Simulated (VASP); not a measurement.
# CdS (Hawleyite) (F-43m) in VASP: notebook, part 2 of 2

VASP 6.6.1. The steps go on from the part before.

## Step 3: G0W0 quasiparticle levels, PBE

POSCAR

```
CdS
1.0
    0.0000000000      2.9165000000      2.9165000000
    2.9165000000      0.0000000000      2.9165000000
    2.9165000000      2.9165000000      0.0000000000
Cd S
1 1
Direct
    0.0000000000      0.0000000000      0.0000000000
    0.7500000000      0.7500000000      0.7500000000
```

INCAR.step1

```
SYSTEM = CdS
PREC = Accurate
ENCUT = 450
EDIFF = 1E-8
ISMEAR = 0
SIGMA = 0.01
LREAL = .False.
LASPH = .True.
NELM = 60
ALGO = Fast
LWAVE = .True.
LCHARG = .False.
GGA = PE
```

INCAR.step2

```
SYSTEM = CdS
PREC = Accurate
ENCUT = 450
EDIFF = 1E-8
ISMEAR = 0
SIGMA = 0.01
LREAL = .False.
LASPH = .True.
NELM = 1
ALGO = Exact
LWAVE = .True.
LCHARG = .False.
GGA = PE
NBANDS = 68
LOPTICS = .True.
ISTART = 1
```

INCAR.step3

```
SYSTEM = CdS
PREC = Accurate
ENCUT = 450
EDIFF = 1E-8
ISMEAR = 0
SIGMA = 0.01
LREAL = .False.
LASPH = .True.
ALGO = EVGW0
LWAVE = .False.
LCHARG = .False.
GGA = PE
NELMGW = 1
NBANDS = 68
ENCUTGW = 150
NOMEGA = 24
PRECFOCK = Fast
ISTART = 1
NBANDSGW = 17
```

KPOINTS

```
Automatic mesh
0
Gamma
  3 3 3
  0 0 0
```

Potentials or basis: VASP PAW PBE potentials, release 64 (Cd_GW, S_GW).

Started as:

```bash
cat potpaw_PBE.64/Cd_GW/POTCAR potpaw_PBE.64/S_GW/POTCAR > POTCAR
cp INCAR.step1 INCAR
mpirun -np 1 vasp_std > vasp.out
cp INCAR.step2 INCAR
mpirun -np 1 vasp_std > vasp.out
cp INCAR.step3 INCAR
mpirun -np 1 vasp_std > vasp.out
```

OUTCAR:

```text
SYSTEM = CdS
   PREC = Accurate
   ENCUT = 450
   EDIFF = 1E-8
   ISMEAR = 0
   LREAL = .False.
   LASPH = .True.
   GGA = PE
   NELMGW = 1
   ENCUTGW = 150
   PRECFOCK = Fast
   ISTART = 1

 Found      4 irreducible k-points:

 Following reciprocal coordinates:
            Coordinates               Weight
  0.000000  0.000000  0.000000      1.000000
  0.333333  0.000000  0.000000      8.000000
  0.333333  0.333333  0.000000      6.000000
 -0.333333  0.333333  0.000000     12.000000
   k-points           NKPTS =      4   k-points in BZ     NKDIM =     27   number of bands    NBANDS=     68
   number of dos      NEDOS =    301   number of ions     NIONS =      2
   total plane-waves  NPLWV =  27000
   dimension x,y,z NGX =    30 NGY =   30 NGZ =   30
   dimension x,y,z NGXF=    60 NGYF=   60 NGZF=   60
   ions per type =               1   1
   NGX,Y,Z   is equivalent  to a cutoff of  12.09, 12.09, 12.09 a.u.
   NGXF,Y,Z  is equivalent  to a cutoff of  24.18, 24.18, 24.18 a.u.
 SYSTEM =  CdS
   PREC   = accura    normal or accurate (medium, high low for compatibility)
   ISTART =      1    job   : 0-new  1-cont  2-samecut
   ICHARG =      0    charge: 1-file 2-atom 10-const
   ISPIN  =      1    spin polarized calculation?
   LNONCOLLINEAR =      F non collinear calculations
   LSORBIT =      F    spin-orbit coupling
   LASPH  =      T    aspherical Exc in radial PAW
   ENCUT  =  450.0 eV  33.07 Ry    5.75 a.u.   7.13  7.13  7.13*2*pi/ulx,y,z
   NELM   =     60;   NELMIN=  2; NELMDL=  0     # of ELM steps
   EDIFF  = 0.1E-07   stopping-criterion for ELM
   LREAL  =      F    real-space projection
   EDIFFG = 0.1E-06   stopping-criterion for IOM
   NSW    =      0    number of steps for IOM
   IBRION =     -1    ionic relax: 0-MD 1-quasi-New 2-CG
   NFREE  =      0    steps in history (QN), initial steepest desc. (CG)
   ISIF   =      0    stress and relaxation
   ISYM   =      3    0-nonsym 1-usesym 2-fastsym
   POTIM  = 0.5000    time-step for ionic-motion
   TEBEG  =    0.0;   TEEND  =   0.0 temperature during run
   PSTRESS=    0.0 pullay stress
   NELECT =      18.0000    total number of electrons
   NUPDOWN=      -1.0000    fix difference up-down
   EMIN   =  10.00;   EMAX   =-10.00  energy-range for DOS
   EFERMI =   0.00;   METHOD = LEGACY
   ISMEAR =     0;   SIGMA  =   0.01  broadening in eV -4-tet -1-fermi 0-gaus
   EFERMI_NEDOS =   21; number of points for ismear=-14 and -15
   IALGO  =     38    algorithm
   IMIX   =      4    mixing-type and parameters
     AMIX     =   0.40;   BMIX     =  1.00
     AMIX_MAG =   1.60;   BMIX_MAG =  1.00
  volume/ion in A,a.u.               =      24.81       167.41
  Fermi-wavevector in a.u.,A,eV,Ry     =   1.167599  2.206442 18.548649  1.363287
  Thomas-Fermi vector in A             =   2.304097
   LORBIT       =      0    0 simple, 1 ext, 2 COOP (PROOUT), +10 PAW based schemes
   GGA     = PE    functional components
   LHFCALC =     T    Hartree Fock is set to
   PRECFOCK=fast      Normal, Fast or Accurate (Low or Medium for compatibility)
   ENCUT4O =  -1.0   cutoff for four orbital integrals eV
   NKREDX  =     1    reduce k-point grid by
   NKREDY  =     1    reduce k-point grid by
   NKREDZ  =     1    reduce k-point grid by
   AEXX    =    1.0000 exact exchange contribution
   HFSCREEN=    0.0000 screening length (either q_TF or 0.3 A-1)
   HFSCREENC=   0.0000 screening length for correlation (either q_TF or 0.3 A-1)
   ENCUTFOCK=  -1.0 apply spherical cutoff to Coloumb kernel
   IVDW    =     0    specifies the selected vdW correction
   LEPSILON=     F    determine dielectric tensor
   LRPA    =     F    only Hartree local field effects (RPA)
   LRPAFORCE           =     F    calculate RPA forces
   ENCUTGW             = 150.0    cutoff for response function in eV
   ENCUTGWSOFT         = 120.0    soft cutoff for Coulomb kernel in GW response function in eV
   ENCUTLF             =  -1.0    cutoff for local field effects
   NELMGW              =     1    number of iterations in solving QP/BSE equation
   NELMHF              =     1    number of iterations in the inner HF iteration
   NKREDLFX            =     1    NKREDLFY  =   1   NKREDLFZ  =   1
 non-spin polarized calculation
 Gauss-broadening in eV      SIGMA  =   0.01
  energy-cutoff  :      450.00
  volume of cell :       49.62
 maximum number of plane-waves:      1089
 NGX is ok and might be reduce to    30
  NGX = 16; NGY = 16; NGZ = 16
   NGX = 15   NGY = 15   NGZ = 15
 maximum number of plane-waves:       212

 QP shifts <psi_nk| G(iteration)W_0 |psi_nk>: iteration 1
 for sc-GW calculations column KS-energies equals QP-energies in previous step
 and V_xc(KS)=  KS-energies - (<T + V_ion + V_H > + <T+V_H+V_ion>^1  + <V_x>^1)

 k-point   1 :       0.0000    0.0000    0.0000
  band No.  KS-energies  QP-energies   sigma(KS)   V_xc(KS)     V^pw_x(r,r')   Z            occupation Imag(sigma)

      1      -9.6269      -9.5932     -12.9390     -12.9919     -20.9027       0.6370       2.0000       0.2533
      2      -5.0685      -6.8137     -17.6912     -15.1711     -22.9361       0.6925       2.0000      -0.3606
      3      -5.0685      -6.8137     -17.6912     -15.1711     -22.9361       0.6925       2.0000      -0.3606
      4      -5.0685      -6.8137     -17.6912     -15.1711     -22.9361       0.6925       2.0000      -0.3606
      5      -4.5977      -6.5277     -18.2499     -15.4965     -23.2435       0.7009       2.0000      -0.4083
      6      -4.5977      -6.5277     -18.2499     -15.4965     -23.2435       0.7009       2.0000      -0.4083
[... 9 lines left out ...]
     16      14.1407      14.2390      -7.7586      -7.8901      -2.3983       0.7478       0.0000      -0.6498
     17      15.9596      15.9474      -7.2318      -7.2158      -2.1079       0.7662       0.0000      -0.6567

 k-point   2 :       0.3333    0.0000    0.0000
  band No.  KS-energies  QP-energies   sigma(KS)   V_xc(KS)     V^pw_x(r,r')   Z            occupation Imag(sigma)

      1      -9.3038      -9.3149     -13.4366     -13.4192     -21.2667       0.6363       2.0000       0.1410
      2      -4.9704      -6.7377     -17.7931     -15.2476     -23.0091       0.6943       2.0000      -0.3640
      3      -4.9704      -6.7377     -17.7931     -15.2476     -23.0091       0.6943       2.0000      -0.3640
      4      -4.5972      -6.2852     -17.4669     -15.0458     -22.6117       0.6972       2.0000      -0.3359
      5      -4.5808      -6.5031     -18.2596     -15.5181     -23.2755       0.7012       2.0000      -0.4050
      6      -4.5808      -6.5031     -18.2596     -15.5181     -23.2755       0.7012       2.0000      -0.4050
[... 9 lines left out ...]
     16      13.7010      14.1179      -9.4446     -10.0127      -4.4381       0.7339       0.0000      -0.4931
     17      18.3220      18.8941      -9.5358     -10.2802      -3.6687       0.7686       0.0000      -0.9226

 k-point   3 :       0.3333    0.3333    0.0000
  band No.  KS-energies  QP-energies   sigma(KS)   V_xc(KS)     V^pw_x(r,r')   Z            occupation Imag(sigma)
[... 259 lines left out ...]
      1      -9.4069      -9.4290     -13.8010       4.3597     -21.3927       0.6421       2.0000      -0.0244
      2      -7.3252      -7.3723     -17.4641      10.0715     -22.5268       0.6997       2.0000      -0.3292
      3      -7.2792      -7.3238     -17.9338      10.5907     -23.1892       0.6984       2.0000      -0.3275
      4      -7.2792      -7.3238     -17.9338      10.5907     -23.1892       0.6984       2.0000      -0.3275
      5      -7.2092      -7.2597     -18.3160      11.0349     -23.3312       0.7021       2.0000      -0.4033
      6      -6.8960      -6.9394     -17.6926      10.7350     -22.8133       0.7040       2.0000      -0.3111
[... 9 lines left out ...]
     16      18.2840      18.2861      -7.9067      26.1935      -2.5435       0.7647       0.0000      -0.7061
     17      18.8032      18.8065     -10.3521      29.1595      -4.2656       0.7854       0.0000      -0.8706

 k-point   4 :      -0.3333    0.3333    0.0000
  band No. old QP-enery  QP-energies   sigma(KS)   T+V_ion+V_H  V^pw_x(r,r')   Z            occupation Imag(sigma)

      1      -9.3439      -9.3666     -14.0061       4.6271     -21.5520       0.6466       2.0000      -0.0579
      2      -7.3775      -7.4237     -17.7574      10.3138     -22.9342       0.6995       2.0000      -0.3319
      3      -7.2831      -7.3281     -17.9475      10.5999     -23.1912       0.6985       2.0000      -0.3318
      4      -7.2690      -7.3178     -18.1108      10.7723     -23.1758       0.7012       2.0000      -0.3695
      5      -7.2381      -7.2882     -18.2432      10.9336     -23.2673       0.7018       2.0000      -0.3926
      6      -6.3270      -6.3665     -17.9455      11.5624     -23.1416       0.7052       2.0000      -0.3106
[... 9 lines left out ...]
     16      17.6850      17.6887      -9.5852      27.2751      -3.8311       0.7600       0.0000      -0.6843
     17      18.4509      18.4554     -10.2941      28.7509      -4.1776       0.7695       0.0000      -0.8625
```

Wall time 66 s (1 thread of AMD EPYC 9R45 (Zen 5), shared host); peak memory 0.29 GiB.

These settings aren't checked as converged: the numbers below hold their error.

Results:

```
Band gap on the k mesh, mean-field level : 1.10 eV, direct
Quasiparticle gap                        : 1.77 eV
```

Caveat: the k mesh is coarse (spacing up to 0.62 Å⁻¹), so the values aren't converged; bands, screening cutoff and mesh are small and nothing is extrapolated, so the quasiparticle values aren't converged; the log holds further tables after the one-shot step; the gap given is that of the first.
